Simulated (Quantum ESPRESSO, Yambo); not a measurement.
# Quasiparticle gap of CdTe (F-43m) in Yambo, part 3 of 3

Wanted: ground state, empty states, screening and self-energy for CdTe (F-43m).

Quantum ESPRESSO 7.5 and Yambo 5.3.0; PBE and many-body steps on it, plane waves. Known limits of the many-body steps: not at the basis limit; no spin-orbit coupling; coarse k mesh.

So far. Step 3 (Bands along the symmetry lines): The gap is 0.870 eV, as in the run before at this level. Step 4 (Empty states on the mesh, 4×4×4 mesh, 171 bands): On this mesh the gap is 0.870 eV.

The database entry behind the starting cell differs from later determinations by our own check (an axis about 1.1 % short against later determinations), so it need not match the best structure at ambient conditions.

**6. Screening and self-energy, 4×4×4 mesh, 171 bands, screening to 197.3 eV**

Now the one-shot GW correction: screening in the RPA, then the self-energy of the levels asked for.

This step: G0W0 on PBE, plane waves, norm-conserving pseudopotentials.

The input, gw1.in:

```
HF_and_locXC
gw0
dyson
ppa
em1d
rim_cut
RandQpts= 1000000
RandGvec= 1 RL
EXXRLvcs= 94 Ry
VXCRLvcs= 376 Ry
Chimod= "HARTREE"
% BndsRnXp
 1 | 171 |
%
NGsBlkXp= 14.5 Ry
% LongDrXp
 1 | 1 | 1 |
%
% GbndRnge
 1 | 171 |
%
DysSolver= "n"
ExtendOut
PPAPntXp= 27.21138 eV
% QPkrange
 1 | 8 | 20 | 27 |
%
```

The run is started by

```console
$ OMP_NUM_THREADS=1 mpirun -n 4 yambo -F gw1.in -J gw1 -C gw1 > gw1.log
```

What it wrote:

```text
 Yambo, version 5.3.0

 [02] CORE Variables Setup
 =========================

  [... cell, symmetries and grids as in the set-up ...]

  [02.05] Energies & Occupations
  ==============================

  [X] === General ===
  [X] Electronic Temperature                        :  0.000000  0.000000 [eV K]
  [X] Bosonic    Temperature                        :  0.000000  0.000000 [eV K]
  [X] Finite Temperature mode                       : no
  [X] El. density                                   :  0.66825E+24 [cm-3]
  [X] Fermi Level                                   :  8.767355 [eV]

  [X] === Gaps and Widths ===
  [X] Conduction Band Min                           :  0.870059 [eV]
  [X] Valence Band Max                              :  0.000000 [eV]
  [X] Filled Bands                                  :  22
  [X] Empty Bands                                   :   23  171
  [X] Direct Gap                                    :  0.870059 [eV]
  [X] Direct Gap localized at k                     :  1
  [X] Indirect Gap                                  :  0.870059 [eV]
  [X] Indirect Gap between kpts                     :  1  1
  [X] Last valence band width                       :  2.333765 [eV]
  [X] 1st conduction band width                     :  3.502416 [eV]

 [03] Transferred momenta grid and indexing
 ==========================================

 IBZ Q-points                                      :   8
 BZ  Q-points                                      :   64

 K/Q-points units:
 rlu = crystal or reduced units; cc = cartesian coordinates; iku = interal k-units

 Q [1]          [rlu]:  0.000000  0.000000  0.000000
 Q [2]          [rlu]: -0.91950E-18 -0.91950E-18  0.25000
 Q [3]          [rlu]:  0.18390E-17  0.18390E-17 -0.50000
 Q [4]          [rlu]:  0.93911E-17  0.25000      0.25000
 Q [5]          [rlu]:  0.54592E-16  0.25000      0.50000
 Q [6]          [rlu]:  0.18390E-17  0.25000     -0.25000
 Q [7]          [rlu]: -0.18782E-16 -0.50000     -0.50000
 Q [8]          [rlu]:  0.250000 -0.500000 -0.250000

 [04] Coloumb potential Random Integration (RIM)
 ===============================================

  [04.01] RIM initialization
  ==========================

  * Diagonal components only detected *

  8 x (sBL volume)        :  0.069781 [a.u.]
  sBZ random points       :  1000000
  Points outside the sBZ  :   7999624
  RL volume               :  0.558250 [a.u.]
  Integrated volume       :  0.558276 [a.u.]

  [04.02] RIM integrals
  =====================

  Gamma point sphere radius             :  0.074679 [a.u.]
  Points outside the sphere             :   799635
  [Int_sBZ(q=0) 1/q^2]*(Vol_sBZ)^(-1/3) =:  7.763403
                                 should be <:  7.795600

  Summary of Coulomb integrals for non-metallic bands |Q|[au] RIM/Bare

  Q [1] 0.100000E-4 0.995870 * Q [2] 0.224607 1.063761
  Q [4] 0.259354 1.062979 * Q [6] 0.366782 1.026387
  Q [5] 0.430090 1.018651 * Q [3] 0.449214 1.016906
  Q [7] 0.518708 1.013309 * Q [8] 0.579933 1.010246

 [05] Dipoles
 ============

  [05.01] Setup: observables and procedures
  =========================================

 [06] Dynamic Dielectric Matrix (PPA)
 ====================================

 [WR./gw1//ndb.pp]---------------------------------------------------------------
  Brillouin Zone Q/K grids (IBZ/BZ)                :    8   64    8   64
  RL vectors                                       :   8099 [WF]
  Coulomb cutoff potential                         : none
  Electronic Temperature                           :  0.000000 [K]
  Bosonic    Temperature                           :  0.000000 [K]
  PPA    diel. fun.  energies                      : Perdew, Burke & Ernzerhof(X)+Perdew, Burke & Ernzerhof(C)
  wavefunctions                                    : Perdew, Burke & Ernzerhof(X)+Perdew, Burke & Ernzerhof(C)
  Global Gauge                                     : length
  X matrix size                                    :   459
  X band range                                     :    1  171
  X e/h energy range                               : -1.000000 -1.000000 [eV]
  X Time ordering                                  : R
  X Hxc Kernel                                     : HARTREE
  X Drude frequency                                :  0.000000  0.000000
  X poles                                          :  100.0000 [o/o]
  RL vectors in the sum                            :   8099
  [r,Vnl] included                                 : yes
  Field direction                                  :  0.577350E-5  0.577350E-5  0.577350E-5
  BZ energy Double Grid                            : no
  BZ energy DbGd points                            : 0
  BZ Q point size factor                           : -1.000000
  X Optical Averaged directions                    : none

 [07] Local Exchange-Correlation + Non-Local Fock
 ================================================

 [VXC] Plane waves :   54769
 [EXS] Plane waves :   6879

 QP @ state[ 1 ] K range:   1   8
 QP @ state[ 1 ] b range:  20  27

 [xc] Functional : Perdew, Burke & Ernzerhof(X)+Perdew, Burke & Ernzerhof(C)
 [xc] LIBXC used to calculate xc functional
  PP Number of Atomic Species                      :  2
  NLCC RL compoments                               :   54769
  PP Number of Atomic Species                      :  2
  NLCC RL compoments                               :   54769

 [xc] E_xc :  -35.76984 [Ha]
      E_xc :  -71.53968 [Ry]

  Local XC kind (lXC) : Perdew, Burke & Ernzerhof(X)+Perdew, Burke & Ernzerhof(C)
  Non-Local XC kind (nlXC) : Hartree-Fock

  Corrections @ K [1] :  [eV]
 <20|nlXC|20> = -16.53375  0.20928E-17 <20|lXC|20> = -14.60577  0.37763E-15
 <21|nlXC|21> = -16.53368  0.42078E-17 <21|lXC|21> = -14.60577  0.47210E-16
 <22|nlXC|22> = -16.53377  0.13588E-16 <22|lXC|22> = -14.60577 -0.18882E-15
 <23|nlXC|23> = -8.184634 -0.40282E-17 <23|lXC|23> = -12.06425 -0.85229E-20
 <24|nlXC|24> = -6.083453  0.16654E-17 <24|lXC|24> = -10.27494 -0.47199E-16
 <25|nlXC|25> = -6.083599 -0.10008E-17 <25|lXC|25> = -10.27494 -0.22998E-20
 <26|nlXC|26> = -6.083478 -0.10378E-17 <26|lXC|26> = -10.27494 -0.94381E-16
 <27|nlXC|27> = -3.438379  0.28037E-18 <27|lXC|27> = -8.371681 -0.18879E-15

  Corrections @ K [2] :  [eV]
 <20|nlXC|20> = -15.60612  0.14325E-16 <20|lXC|20> = -12.95124  0.18882E-15
 <21|nlXC|21> = -16.03227 -0.58157E-18 <21|lXC|21> = -13.97744  0.18882E-15
[...]
Corrections @ K [3] :  [eV]
[...]
Corrections @ K [4] :  [eV]
[...]
Corrections @ K [5] :  [eV]
[...]
[... 2 further k-points ...]
  Corrections @ K [8] :  [eV]
[...]
<23|nlXC|23> = -8.284879  0.91349E-18 <23|lXC|23> = -13.00196  0.23601E-16
 <24|nlXC|24> = -6.120369  0.57562E-18 <24|lXC|24> = -9.909733  0.23573E-16
 <25|nlXC|25> = -5.434257 -0.13440E-17 <25|lXC|25> = -10.04327  0.47198E-16
 <26|nlXC|26> = -5.036439  0.62241E-18 <26|lXC|26> = -9.208992  0.17700E-16
 <27|nlXC|27> = -6.037406 -0.33877E-18 <27|lXC|27> = -11.72694 -0.11856E-16

  [07.01] Hartree-Fock occupations report
  =======================================

  [Hartree-Fock] === General ===
  [Hartree-Fock] Electronic Temperature             :  0.000000  0.000000 [eV K]
  [Hartree-Fock] Bosonic    Temperature             :  0.000000  0.000000 [eV K]
  [Hartree-Fock] Finite Temperature mode            : no
  [Hartree-Fock] El. density                        :  0.66825E+24 [cm-3]
  [Hartree-Fock] Fermi Level                        :  8.767355 [eV]

  [Hartree-Fock] === Gaps and Widths ===
  [Hartree-Fock] Conduction Band Min                :  4.749675 [eV]
  [Hartree-Fock] Valence Band Max                   : -1.927997 [eV]
  [Hartree-Fock] Filled Bands                       :  22
  [Hartree-Fock] Empty Bands                        :   23  171
  [Hartree-Fock] Direct Gap                         :  6.677672 [eV]
  [Hartree-Fock] Direct Gap localized at k          :  1
  [Hartree-Fock] Indirect Gap                       :  6.677672 [eV]
  [Hartree-Fock] Indirect Gap between kpts          :  1  1
  [Hartree-Fock] Last valence band width            :  3.001534 [eV]
  [Hartree-Fock] 1st conduction band width          :  4.339879 [eV]

 [08] Dyson equation: Newton solver
 ==================================

  [08.01] G0W0 (W PPA)
  ====================

  [  GW  ] Bands range     :    1  171
  [GW/PPA] G damping       :  0.100000 [eV]

  QP @ state[ 1 ] K range:   1   8
  QP @ state[ 1 ] b range:  20  27

   Sc/G bands                                       :    1  171
   Sc/G damping                                     :  0.100000 ev
   Sc bands terminator                              : no
   Sx RL components                                 :   6879

   QP @ state[ 1 ] K range                          :   1   8
   QP @ state[ 1 ] b range                          :  20  27
   GF energies kind                                 : Perdew, Burke & Ernzerhof(X)+Perdew, Burke & Ernzerhof(C)
   GF WF`s kind                                     : Perdew, Burke & Ernzerhof(X)+Perdew, Burke & Ernzerhof(C)
   Xs energies kind                                 : Perdew, Burke & Ernzerhof(X)+Perdew, Burke & Ernzerhof(C)
   Xs WF`s kind                                     : Perdew, Burke & Ernzerhof(X)+Perdew, Burke & Ernzerhof(C)

 [11] Game Over & Game summary
```

Elapsed: 31 min, on 4 MPI ranks of Arm Neoverse V1, shared host; peak memory 2.6 GiB.

This step gave:

```
G0W0 gap on the mesh                         : 1.671 eV
starting gap on the mesh                     : 0.8701 eV
k of the valence top                         : 0, 0, 0
k of the conduction bottom                   : 0, 0, 0
least direct G0W0 gap on the computed points : 1.671 eV
Z at the valence top                         : 0.8015
Z at the conduction bottom                   : 0.8129
```

The gap on the mesh goes from 0.87 eV to 1.67 eV, a correction of +0.80 eV.

Limits: finite bands, cutoff and mesh; no spin-orbit coupling; coarse k mesh. v1 is the top filled band, c1 the lowest empty one. Levels before and after the correction, in eV, zero at the valence-band top of each column:

```
           conduction bottom  valence top
Kohn-Sham               0.87         0.00
     G0W0               1.67         0.00
```

```
             level  energy (eV)
Kohn-Sham  Γ v3-v1        0.000
Kohn-Sham     Γ c1        0.870
Kohn-Sham  Γ c2-c4        4.597
     G0W0  Γ v3-v1        0.000
     G0W0     Γ c1        1.671
     G0W0  Γ c2-c4        5.310
```

**7. Where the time went**

Times are wall times on the hardware named with each run, good to a factor of about two.

```
                          step    time  share  memory (GiB)
                  ground state    18 s    1 %          0.38
bands along the symmetry lines    14 s    1 %          0.31
      empty states on the mesh    30 s    2 %          0.62
         conversion and set-up   3.6 s    0 %          0.26
     screening and self-energy  31 min   97 %           2.6
```

**8. Summary of results**

| Quantity | Value |
| --- | --- |
| PBE gap | 0.87 eV, direct |
| G0W0 gap on the mesh | 1.67 eV |
| GW settings | 4×4×4 mesh, 171 bands, screening to 197.3 eV, Godby-Needs plasmon pole |
| known limits | not at the basis limit; no spin-orbit coupling; coarse k mesh |

**Reading.** G0W0 moves the gap on the mesh from 0.87 eV to 1.67 eV (+0.80 eV), with Z of 0.80 and 0.81 at the edges. The dearest step here is «screening and self-energy». Bands and cutoff are finite, so the gap is not at the basis limit. The miss can reach some tenths of an eV and take either sign; the mesh is an error of its own. The 4×4×4 mesh is coarse for this cell, which bears on the long-range parts of exchange and screening. The many-body steps are scalar-relativistic: spin-orbit coupling is not in them.

[Paths, hosts, dates, memory and timing lines, banners, echoed tables and standing remarks are left out of the program output.]

[Logs are printed without paths, hosts, clocks, repeated set-up lines and the standing remarks that a program may print on its own settings, such as how far it seeks lower states.]

[Runs of the session that timed out or met a known fault of the program may be left out.]

[Hosts, paths, dates, database ids (printed as entryN), source tags and the programs' standing remarks are cut or masked in the printed files.]
